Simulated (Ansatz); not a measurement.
```cif
data_structure
_symmetry_space_group_name_H-M 'P 1'
_symmetry_Int_Tables_number 1
_cell_length_a 3.6162
_cell_length_b 3.6162
_cell_length_c 3.6162
_cell_angle_alpha 60.000
_cell_angle_beta 60.000
_cell_angle_gamma 60.000
_cell_volume 33.44
loop_
_atom_site_label
_atom_site_type_symbol
_atom_site_fract_x
_atom_site_fract_y
_atom_site_fract_z
_atom_site_occupancy
Ce1 Ce 0.00000 0.00000 0.00000 1
O1 O 0.25000 0.25000 0.25000 1
O2 O 0.75000 0.75000 0.75000 1
```

PBE in Ansatz, hard PAW set made for 700 eV, wave cutoff 700 eV, 4×4×4 mesh, fixed fractional positions. No spin-orbit coupling. The pressure is 53.7 GPa and the gap on the mesh 2.49 eV.

The cell is scaled evenly to 1.128 times its volume. What pressure and gap follow, and what mean bulk modulus do the two pressures imply?

16.3 GPa, gap 2.15 eV; B = −ΔP/Δln V ≈ 311 GPa over this range.

The cell is a model at fixed atoms and needn't be the relaxed known crystal. The mesh is coarse, so these values aren't converged.
